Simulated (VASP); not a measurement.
# Sc (P-1) in VASP: reference runs

Reference runs on Sc: the cell as given and a disturbed copy.

All numbers are computed with VASP 6.6.1; they aren't measurements. Logs are shortened: lines on timing, memory, paths and dates and some standing lists are left out, and cuts for length are marked.

## 1. The crystal as given

The typed cell holds 1 atom: a = 3.202 Å, b = 3.216 Å, c = 3.226 Å, α = 61.44°, β = 61.31°, γ = 62.16°.

This isn't the form of Sc at room conditions, which is hcp.

## 2. Single point, PBE

Input file INCAR:

```
PREC = Accurate
ENCUT = 520
EDIFF = 1E-7
ISMEAR = -1
SIGMA = 0.05
LREAL = F
LASPH = T
NELM = 80
ALGO = Normal
ISIF = 2
LWAVE = F
LCHARG = F
GGA = PE
NBANDS = 12
```

Input file KPOINTS:

```
Automatic mesh
0
Gamma
  10 10 10
```

Input file POSCAR:

```
Sc
1.0
    3.2019616822      0.0000000000      0.0000000000
    1.5021078373      2.8441406042      0.0000000000
    1.5489936237      0.9264468030      2.6741812389
Sc
1
Direct
    0.0000000000      0.0000000000      0.0000000000
```

Potentials or basis: VASP PAW PBE potentials, release 64 (Sc_sv).

Started as:

```bash
> cat potpaw_PBE.64/Sc_sv/POTCAR > POTCAR
> mpirun -np 1 vasp_std > vasp.out
```

OUTCAR:

```text
PREC = Accurate
   ENCUT = 520
   EDIFF = 1E-7
   ISMEAR = -1
   LREAL = F
   LASPH = T
   NELM = 80
   ISIF = 2
   GGA = PE

 ion  position               nearest neighbor table
   1  0.000  0.000  0.000-

  LATTYP: Found a triclinic cell.
 ALAT       =     5.5387539049
 B/A-ratio  =     0.5824933604
 C/A-ratio  =     0.5982217248
 COS(alpha) =     0.0001760715
 COS(beta)  =     0.3017446046
 COS(gamma) =     0.8601547047

  Lattice vectors:

 A1 = (  -3.0511014610,  -3.7705874072,  -2.6741812389)
 A2 = (  -1.5489936237,  -0.9264468030,  -2.6741812389)
 A3 = (   1.6998538449,  -2.8441406042,   0.0000000000)

Analysis of symmetry for initial positions (statically):
=====================================================================
 Subroutine PRICEL returns:
 Original cell was already a primitive cell.

 Routine SETGRP: Setting up the symmetry group for a
 triclinic supercell.

 Subroutine GETGRP returns: Found  2 space group operations
 (whereof  2 operations were pure point group operations)
 out of a pool of  2 trial point group operations.

The static configuration has the point symmetry S_2 .

Analysis of symmetry for dynamics (positions and initial velocities):
=====================================================================
 Subroutine PRICEL returns:
 Original cell was already a primitive cell.

 Routine SETGRP: Setting up the symmetry group for a
 triclinic supercell.

 Subroutine GETGRP returns: Found  2 space group operations
 (whereof  2 operations were pure point group operations)
 out of a pool of  2 trial point group operations.

The dynamic configuration has the point symmetry S_2 .

 Subroutine INISYM returns: Found  2 space group operations
 (whereof  2 operations are pure point group operations),
 and found     1 'primitive' translations

----------------------------------------------------------------------------------------

                                     Primitive cell

  volume of cell :      24.3533

  direct lattice vectors                    reciprocal lattice vectors
     3.201961682  0.000000000  0.000000000     0.312308547 -0.164943011 -0.123758636
     1.502107837  2.844140604  0.000000000     0.000000000  0.351600058 -0.121808778
     1.548993624  0.926446803  2.674181239     0.000000000  0.000000000  0.373946233

  length of vectors
     3.201961682  3.216436496  3.226287375     0.374244606  0.372102108  0.373946233

  position of ions in fractional coordinates (direct lattice)
     0.000000000  0.000000000  0.000000000

  ion indices of the primitive-cell ions
   primitive index   ion index
                 1           1

----------------------------------------------------------------------------------------

 KPOINTS: Automatic mesh

Automatic generation of k-mesh.
 Grid dimensions read from file:
 generate k-points for:   10   10   10

 Generating k-lattice:

  Cartesian coordinates                     Fractional coordinates (reciprocal lattice)
     0.031230855 -0.016494301 -0.012375864     0.100000000  0.000000000  0.000000000
     0.000000000  0.035160006 -0.012180878     0.000000000  0.100000000  0.000000000
     0.000000000  0.000000000  0.037394623     0.000000000  0.000000000  0.100000000

  Length of vectors
     0.037424461  0.037210211  0.037394623

  Shift w.r.t. Gamma in fractional coordinates (k-lattice)
     0.000000000  0.000000000  0.000000000

 Subroutine IBZKPT returns following result:
 ===========================================

 Found    504 irreducible k-points:

 Following reciprocal coordinates:
            Coordinates               Weight
  0.000000  0.000000  0.000000      1.000000
  0.100000 -0.000000 -0.000000      2.000000
  0.200000 -0.000000 -0.000000      2.000000
  0.300000  0.000000  0.000000      2.000000
  0.400000  0.000000  0.000000      2.000000
  0.500000 -0.000000  0.000000      1.000000
[... 42 lines left out ...]
  0.200000  0.500000 -0.000000      2.000000
  0.300000  0.500000  0.000000      2.000000
 [... further k-points ...]
   k-points           NKPTS =    504   k-points in BZ     NKDIM =    504   number of bands    NBANDS=     12
   number of dos      NEDOS =    301   number of ions     NIONS =      1
   total plane-waves  NPLWV =  13824
   dimension x,y,z NGX =    24 NGY =   24 NGZ =   24
   dimension x,y,z NGXF=    48 NGYF=   48 NGZF=   48
   ions per type =               1
   NGX,Y,Z   is equivalent  to a cutoff of  12.46, 12.40, 12.37 a.u.
   NGXF,Y,Z  is equivalent  to a cutoff of  24.92, 24.81, 24.73 a.u.
 SYSTEM =  unknown system
   PREC   = accura    normal or accurate (medium, high low for compatibility)
   ISTART =      0    job   : 0-new  1-cont  2-samecut
   ICHARG =      2    charge: 1-file 2-atom 10-const
   ISPIN  =      1    spin polarized calculation?
   LNONCOLLINEAR =      F non collinear calculations
   LSORBIT =      F    spin-orbit coupling
   LASPH  =      T    aspherical Exc in radial PAW
   ENCUT  =  520.0 eV  38.22 Ry    6.18 a.u.   5.95  5.98  6.00*2*pi/ulx,y,z
   NELM   =     80;   NELMIN=  2; NELMDL= -5     # of ELM steps
   EDIFF  = 0.1E-06   stopping-criterion for ELM
   LREAL  =      F    real-space projection
   EDIFFG = 0.1E-05   stopping-criterion for IOM
   NSW    =      0    number of steps for IOM
   IBRION =     -1    ionic relax: 0-MD 1-quasi-New 2-CG
   NFREE  =      0    steps in history (QN), initial steepest desc. (CG)
   ISIF   =      2    stress and relaxation
   ISYM   =      2    0-nonsym 1-usesym 2-fastsym
   POTIM  = 0.5000    time-step for ionic-motion
   TEBEG  =    0.0;   TEEND  =   0.0 temperature during run
   PSTRESS=    0.0 pullay stress
   NELECT =      11.0000    total number of electrons
   NUPDOWN=      -1.0000    fix difference up-down
   EMIN   =  10.00;   EMAX   =-10.00  energy-range for DOS
   EFERMI =   0.00;   METHOD = LEGACY
   ISMEAR =    -1;   SIGMA  =   0.05  broadening in eV -4-tet -1-fermi 0-gaus
   EFERMI_NEDOS =   21; number of points for ismear=-14 and -15
   IALGO  =     38    algorithm
   IMIX   =      4    mixing-type and parameters
     AMIX     =   0.40;   BMIX     =  1.00
     AMIX_MAG =   1.60;   BMIX_MAG =  1.00
  volume/ion in A,a.u.               =      24.35       164.34
  Fermi-wavevector in a.u.,A,eV,Ry     =   1.256087  2.373660 21.466653  1.577755
  Thomas-Fermi vector in A             =   2.389812
   LORBIT       =      0    0 simple, 1 ext, 2 COOP (PROOUT), +10 PAW based schemes
   GGA     = PE    functional components
   LHFCALC =     F    Hartree Fock is set to
   AEXX    =    0.0000 exact exchange contribution
   IVDW    =     0    specifies the selected vdW correction
   LEPSILON=     F    determine dielectric tensor
   LRPA    =     F    only Hartree local field effects (RPA)
 non-spin polarized calculation
  energy-cutoff  :      520.00
  volume of cell :       24.35
 maximum number of plane-waves:       669
   NGX = 11   NGY = 11   NGZ = 11

 number of electron      11.0000001 magnetization

 Free energy of the ion-electron system (eV)
  ---------------------------------------------------
  ext. energy  EPLUGINS =         0.00000000
  ---------------------------------------------------
  free energy    TOTEN  =        -6.20183320 eV

  energy without entropy =       -6.18398116  energy(sigma->0) =       -6.19290718

 E-fermi :   3.8071     XC(G=0):  -9.9229

 val. band max:        3.8052268573   @ k =   0.2000  -0.3000   0.4000
 cond. band min:       3.8071441318   @ k =   0.5000  -0.4000   0.4000
 fundamental gap:      0.0019172745
 Fermi energy:         3.8070520479

 k-point     1 :       0.0000    0.0000    0.0000
  band No.  band energies     occupation
      1     -45.5961      2.00000
      2     -24.0121      2.00000
      3     -24.0098      2.00000
      4     -23.9930      2.00000
      5      -1.4008      2.00000
      6       5.2509      0.00000
      7       5.3306      0.00000
      8       5.6201      0.00000
      9       6.7635      0.00000
     10       6.8675      0.00000
     11      16.3520      0.00000
     12      19.4085      0.00000

 k-point     2 :       0.1000   -0.0000   -0.0000
  band No.  band energies     occupation
      1     -45.5903      2.00000
      2     -24.0479      2.00000
      3     -24.0159      2.00000
      4     -24.0007      2.00000
      5      -1.1495      2.00000
      6       5.1427      0.00000
      7       5.3783      0.00000
      8       5.6706      0.00000
      9       6.7143      0.00000
     10       6.8062      0.00000
     11      16.5109      0.00000
     12      18.0328      0.00000

 k-point     3 :       0.2000   -0.0000   -0.0000
  band No.  band energies     occupation
      1     -45.5752      2.00000
      2     -24.1511      2.00000
      3     -24.0263      2.00000
      4     -24.0159      2.00000
      5      -0.4395      2.00000
      6       4.7484      0.00000
      7       5.4805      0.00000
      8       5.7858      0.00000
      9       6.7311      0.00000
     10       6.7780      0.00000
     11      15.2881      0.00000
     12      17.1689      0.00000

 k-point     4 :       0.3000    0.0000    0.0000
  band No.  band energies     occupation
      1     -45.5564      2.00000
      2     -24.2769      2.00000
      3     -24.0396      2.00000
      4     -24.0336      2.00000
      5       0.5800      2.00000
      6       4.3154      0.00008
      7       5.4008      0.00000
      8       5.6994      0.00000
      9       7.0186      0.00000
     10       7.1106      0.00000
     11      13.1118      0.00000
     12      16.7078      0.00000

 k-point     5 :       0.4000    0.0000    0.0000
  band No.  band energies     occupation
      1     -45.5411      2.00000
      2     -24.3770      2.00000
      3     -24.0517      2.00000
      4     -24.0463      2.00000
      5       1.5805      2.00000
      6       4.0515      0.01495
      7       5.2362      0.00000
      8       5.5369      0.00000
      9       7.4111      0.00000
     10       7.5751      0.00000
     11      11.3351      0.00000
     12      16.0742      0.00000
[... 468 lines left out ...]
      1     -45.5432      2.00000
      2     -24.3712      2.00000
      3     -24.0486      2.00000
      4     -24.0427      2.00000
      5       1.5553      2.00000
      6       4.0117      0.03284
      7       5.2520      0.00000
      8       5.5411      0.00000
      9       7.4205      0.00000
     10       7.5659      0.00000
     11      11.2597      0.00000
     12      16.1297      0.00000

 k-point    38 :       0.1000    0.4000    0.0000
  band No.  band energies     occupation
      1     -45.5432      2.00000
      2     -24.3424      2.00000
      3     -24.0603      2.00000
      4     -24.0576      2.00000
      5       1.4671      2.00000
      6       3.9674      0.07779
      7       5.1960      0.00000
      8       5.6736      0.00000
      9       7.2795      0.00000
     10       7.6207      0.00000
     11      11.7645      0.00000
     12      16.3908      0.00000

 k-point    39 :       0.2000    0.4000    0.0000
  band No.  band energies     occupation
      1     -45.5374      2.00000
      2     -24.3130      2.00000
      3     -24.1082      2.00000
      4     -24.0819      2.00000
      5       1.6220      2.00000
      6       3.8138      0.93241
      7       4.9699      0.00000
      8       6.1535      0.00000
      9       7.2869      0.00000
     10       7.6620      0.00000
     11      12.4655      0.00000
     12      16.1641      0.00000

 k-point    40 :       0.3000    0.4000    0.0000
  band No.  band energies     occupation
      1     -45.5280      2.00000
      2     -24.3212      2.00000
      3     -24.1438      2.00000
      4     -24.1082      2.00000
      5       1.8570      2.00000
      6       3.5632      1.98487
      7       5.0596      0.00000
      8       6.8611      0.00000
      9       7.3028      0.00000
     10       7.6528      0.00000
     11      13.2538      0.00000
     12      14.9480      0.00000

 [... further k-points ...]

------------------------ aborting loop because EDIFF is reached ----------------------------------------

  FORCE on cell =-STRESS in cart. coord.  units (eV):
  Direction    XX          YY          ZZ          XY          YZ          ZX
  --------------------------------------------------------------------------------------
  -------------------------------------------------------------------------------------
  Total        0.2605687      0.0451687      0.0444942      0.1510754      0.0645856      0.0786262
  in kB       17.1425249      2.9715996      2.9272234      9.9390799      4.2490140      5.1727336
  external PRESSURE =       7.6804493 kB  Pullay stress =       0.0000000 kB

 VOLUME and BASIS-vectors are now :
 -----------------------------------------------------------------------------
  energy-cutoff  :      520.00
  volume of cell :       24.35
      direct lattice vectors                 reciprocal lattice vectors
     3.201961682  0.000000000  0.000000000     0.312308547 -0.164943011 -0.123758636
     1.502107837  2.844140604  0.000000000     0.000000000  0.351600058 -0.121808778
     1.548993624  0.926446803  2.674181239     0.000000000  0.000000000  0.373946233

 POSITION                                       TOTAL-FORCE (eV/Angst)
 -----------------------------------------------------------------------------------
      0.00000      0.00000      0.00000         0.000000      0.000000      0.000000
 -----------------------------------------------------------------------------------
    total drift:                                0.000000     -0.000000      0.000000

  FREE ENERGIE OF THE ION-ELECTRON SYSTEM (eV)
  ---------------------------------------------------
  free  energy   TOTEN  =        -6.2018331976 eV

  energy  without entropy=       -6.1839811635  energy(sigma->0) =       -6.19290718
```

It took 53 s on 1 thread of Intel Xeon Platinum 8488C (Sapphire Rapids), shared host; peak memory 0.25 GiB.

Results:

```yaml
Free_energy: -6.2018 eV
Pressure: 0.8 GPa
Band_gap_on_the_k_mesh: none (metal or under the smearing width)
```

## 3. Single point, PBE (cell strained at random at fixed volume)

Input file INCAR:

```
  PREC = Accurate
  ENCUT = 520
  EDIFF = 1E-7
  ISMEAR = -1
  SIGMA = 0.05
  LREAL = F
  LASPH = T
  NELM = 60
  ALGO = Normal
  ISIF = 2
  LWAVE = F
  LCHARG = F
  GGA = PE
  NBANDS = 12
```

KPOINTS is that of step 2.

Input file POSCAR:

```
Sc
1.0
    3.1596260000      0.0005990000     -0.0289840000
    1.4827800000      2.7931880000      0.0673540000
    1.5044810000      0.9861620000      2.7745010000
Sc
1
Direct
    0.0127350000     -0.0024340000     -0.0129650000
```

Potentials or basis: VASP PAW PBE potentials, release 64 (Sc_sv).

Started as:

```bash
> cat potpaw_PBE.64/Sc_sv/POTCAR > POTCAR
> mpirun -np 1 vasp_std > vasp.out
```

OUTCAR:

```text
PREC = Accurate
   ENCUT = 520
   EDIFF = 1E-7
   ISMEAR = -1
   LREAL = F
   LASPH = T
   NELM = 60
   ISIF = 2
   GGA = PE

 ion  position               nearest neighbor table
   1  0.013  0.998  0.987-

  LATTYP: Found a triclinic cell.
 ALAT       =     3.1630795584
 B/A-ratio  =     1.0290329286
 C/A-ratio  =     0.9989502111
 COS(alpha) =     0.0010675343
 COS(beta)  =     0.4687296805
 COS(gamma) =     0.4694114345

  Lattice vectors:

[... 807 lines left out ...]
     10       7.6774      0.00000
     11      13.7643      0.00000
     12      14.4386      0.00000

 [... further k-points ...]

------------------------ aborting loop because EDIFF is reached ----------------------------------------

  FORCE on cell =-STRESS in cart. coord.  units (eV):
  Direction    XX          YY          ZZ          XY          YZ          ZX
  --------------------------------------------------------------------------------------
  -------------------------------------------------------------------------------------
  Total        0.3379201      0.3236043     -0.2782752      0.1778732     -0.1083392      0.1114924
  in kB       22.2313911     21.2895726    -18.3074169     11.7020810     -7.1275180      7.3349602
  external PRESSURE =       8.4045156 kB  Pullay stress =       0.0000000 kB

 VOLUME and BASIS-vectors are now :
 -----------------------------------------------------------------------------
  energy-cutoff  :      520.00
  volume of cell :       24.35
      direct lattice vectors                 reciprocal lattice vectors
     3.159626000  0.000599000 -0.028984000     0.315492293 -0.164767833 -0.112511902
     1.482780000  2.793188000  0.067354000    -0.001241919  0.361757483 -0.127908780
     1.504481000  0.986162000  2.774501000     0.003325959 -0.010503310  0.362354933

 POSITION                                       TOTAL-FORCE (eV/Angst)
 -----------------------------------------------------------------------------------
      3.00438      3.75977      2.80535         0.000000     -0.000000      0.000000
 -----------------------------------------------------------------------------------
    total drift:                                0.000006     -0.000006      0.000007

  FREE ENERGIE OF THE ION-ELECTRON SYSTEM (eV)
  ---------------------------------------------------
  free  energy   TOTEN  =        -6.1883705203 eV

  energy  without entropy=       -6.1715459138  energy(sigma->0) =       -6.17995822
```

OSZICAR:

```text
N       E                     dE             d eps       ncg     rms          rms(c)
DAV:   1     0.737075749015E+02    0.73708E+02   -0.50947E+03 12124   0.897E+02
DAV:   2    -0.541902025235E+01   -0.79127E+02   -0.77584E+02 12120   0.285E+02
DAV:   3    -0.683931589731E+01   -0.14203E+01   -0.13901E+01 16016   0.500E+01
DAV:   4    -0.686280640514E+01   -0.23491E-01   -0.23472E-01 15104   0.517E+00
DAV:   5    -0.686316775111E+01   -0.36135E-03   -0.36134E-03 16424   0.610E-01    0.538E+00
DAV:   6    -0.626901730114E+01    0.59415E+00   -0.90562E-01 18436   0.136E+01    0.158E+00
DAV:   7    -0.619321904440E+01    0.75798E-01   -0.17636E-01 19312   0.573E+00    0.584E-01
DAV:   8    -0.618887021450E+01    0.43488E-02   -0.13137E-02 15240   0.165E+00    0.156E-01
DAV:   9    -0.618837155334E+01    0.49866E-03   -0.19484E-03 18276   0.648E-01    0.284E-02
DAV:  10    -0.618837090209E+01    0.65125E-06   -0.62829E-05 18836   0.939E-02    0.840E-03
DAV:  11    -0.618837027340E+01    0.62869E-06   -0.42398E-06 19044   0.285E-02    0.101E-03
DAV:  12    -0.618837045787E+01   -0.18447E-06   -0.38251E-08  8720   0.284E-03    0.254E-04
DAV:  13    -0.618837052025E+01   -0.62382E-07   -0.14526E-08  6772   0.121E-03
   1 F= -.61883705E+01 E0= -.61799582E+01  d E =-.168246E-01
```

Wall time 69 s (1 thread of Intel Xeon Platinum 8488C (Sapphire Rapids), shared host); peak memory 0.26 GiB.

Results:

* Free energy: -6.1884 eV
* Pressure: 0.8 GPa
* Band gap on the k mesh: none (metal or under the smearing width)

Levels at points of the mesh, in eV from the Fermi level:
| k point | band 3 | band 4 | band 5 | band 6 | band 7 | band 8 |
| --- | --- | --- | --- | --- | --- | --- |
| (0.00, 0.00, 0.00) | -27.81 | -27.80 | -5.20 | 1.20 | 1.62 | 1.92 |
| (0.50, 0.00, 0.00) | -27.87 | -27.85 | -1.79 | 0.18 | 1.27 | 1.79 |
| (0.00, 0.50, 0.00) | -27.90 | -27.87 | -1.71 | 0.45 | 1.00 | 1.88 |
| (0.50, 0.50, 0.00) | -27.99 | -27.95 | -1.51 | -0.66 | 2.22 | 3.73 |
| (0.00, 0.00, 0.50) | -27.85 | -27.83 | -1.90 | -0.10 | 1.36 | 1.80 |
| (0.50, 0.00, 0.50) | -28.01 | -27.93 | -1.52 | -0.68 | 2.19 | 3.87 |
| (0.00, 0.50, 0.50) | -27.95 | -27.93 | -1.58 | -0.58 | 1.57 | 3.84 |
| (0.50, 0.50, 0.50) | -27.90 | -27.88 | -1.69 | 0.57 | 1.12 | 1.70 |
